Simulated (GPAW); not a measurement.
Runs of GPAW 26.7.0 on KTaO3. Symmetry: Pm-3m, No. 221, cubic system. The conventional cell has a = 3.988 Å, b = 3.988 Å, c = 3.988 Å, α = 90.00°, β = 90.00°, γ = 90.00°. Ta (site symmetry m-3m) is surrounded by 6 O at 1.99 Å. K (site symmetry m-3m) is surrounded by 12 O at 2.82 Å. Around O (site symmetry 4/mmm) lie 2 Ta at 1.99 Å. 

```tsv
task	level	potentials or basis	k mesh	band path	band points	gap on the mesh (eV)	V0 of scaled cells (Å³/atom)	B0 (GPa)
equation of state	PBEsol	PAW data sets generated in the run's folder for this functional, pw	7 × 7 × 7	-	-	-	(b)	202
equation of state	LDA	the program's PAW data sets (release 1.2.1) made for this functional, pw	7 × 7 × 7	-	-	-	12.30	218
single point	TB-mBJ	GPAW PAW data sets for LDA (gpaw-data 1.2.1), pw	8 × 8 × 8	-	-	3.51	-	-
band structure	PBEsol	PAW data sets generated in the run's folder for this functional, pw	7 × 7 × 7	GXMGRX,MR	80	(a)	-	-
```

Alike in all rows: no spin polarisation; cell as given; cutoff (eV) 800; smearing fermi-dirac 0.05 eV.

**Question.** Estimate the missing entries.

**Answer.** (a) 2.15; (b) 12.69.

Caveats: spin-orbit coupling is left out, which moves the levels of the heavy elements (some runs); a model potential gives levels but no total energy (some runs); the PAW data sets were made with another functional, which shifts forces and pressure a little (some runs).

A k mesh can miss the band edges, and the runs leave out spin-orbit coupling on Ta.
